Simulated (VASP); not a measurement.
A run of VASP 6.6.1:

The input INCAR:

```
SYSTEM = Si
PREC = Accurate
ENCUT = 520
EDIFF = 1E-8
ISMEAR = -1
SIGMA = 0.01
LREAL = .False.
LASPH = .True.
NELM = 80
ALGO = Fast
ISIF = 2
LWAVE = .False.
LCHARG = .False.
ISPIN = 2
MAGMOM = -0.09 -0.38 -0.6 0.37 -0.03 -0.01
LORBIT = 11
GGA = OR
LUSE_VDW = .True.
AGGAC = 0.0
LEFG = .True.
NBANDS = 14
```

The input KPOINTS:

```
Automatic mesh
0
Gamma
  6 6 6
  0 0 0
```

POSCAR

```
Si
1.0
   -3.3360831900      3.3360831900      3.3360831900
    3.3360831900     -3.3360831900      3.3360831900
    3.3360831900      3.3360831900     -3.3360831900
Si
6
Cartesian
    1.6658197636      0.0055712589      3.3188823451
    3.3098182070     -0.0131475039      1.6609791069
    3.3288839225      1.6659665513     -0.0122167366
    1.6773058980      3.3459479880     -0.0001367794
   -0.0113426828      1.6636980147      3.3365769303
    0.0084836596      3.3064220744      1.6733893364
```

Potentials or basis: VASP PAW PBE potentials, release 64 (Si).

Run with:

```console
$ cat potpaw_PBE.64/Si/POTCAR > POTCAR
$ mpirun -np 1 vasp_std > vasp.out
```

Hardware: 1 thread of Intel(R) Xeon(R) 6975P-C (Granite Rapids), with other jobs on the host.

**Question.** How long does it take, and how much memory?

**Answer.** Run time: 11 min on 1 thread of Intel(R) Xeon(R) 6975P-C (Granite Rapids) (shared host), peak memory 1.1 GiB. Counts: scf iterations 24, k points 112.
